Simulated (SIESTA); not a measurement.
Runs of SIESTA 5.4.2 on ZrC. It takes space group Fm-3m (No. 225, cubic). Conventional cell: a = 4.730 Å, b = 4.730 Å, c = 4.730 Å, α = 90.00°, β = 90.00°, γ = 90.00°. Zr (site symmetry m-3m) has 6 C at 2.37 Å as nearest neighbours. C (site symmetry m-3m) has 6 Zr at 2.37 Å as nearest neighbours. 

```tsv
task	potentials or basis	cell	k mesh	displacement	optimiser	force tolerance	stress tolerance (GPa)	grid cutoff	energy shift	gap on the mesh (eV)	pressure (GPa)
relaxation of cell and atoms	PseudoDojo 0.4 standard (PBE files), DZP (energy shift 0.002 Ry)	relaxed	8 × 8 × 8	-	Broyden	0.01 eV/Å	0.05	1200 Ry	0.002 Ry	none	0.0
band structure	PseudoDojo 0.4 standard (PBE files), TZP (energy shift 0.01 Ry)	as given	10 × 10 × 10	-	-	-	-	800 Ry	0.01 Ry	none	-4.1
band structure	PseudoDojo 0.4 standard (PBE files), TZDP (energy shift 0.002 Ry)	as given	10 × 10 × 10	-	-	-	-	800 Ry	0.002 Ry	none	(a)
band structure	PseudoDojo 0.4 standard (PBE files), DZ (energy shift 0.002 Ry)	as given	10 × 10 × 10	-	-	-	-	800 Ry	0.002 Ry	none	-0.7
```

Alike in all rows: level PBE; no spin polarisation; smearing fermi-dirac 0.05 eV.

**Question.** Estimate the missing entries.

**Answer.** (a) -1.8.

Caveats: semicore shells carry a single zeta, which can move pressures by several GPa and volumes by a few percent; the basis of atomic orbitals isn't converged, which shifts pressures, moduli and gaps; the basis has no polarisation orbitals (some runs).

A k mesh can miss the band edges, and the runs leave out spin-orbit coupling on Zr.

A gap of «none» marks a metal or a gap under the smearing width.
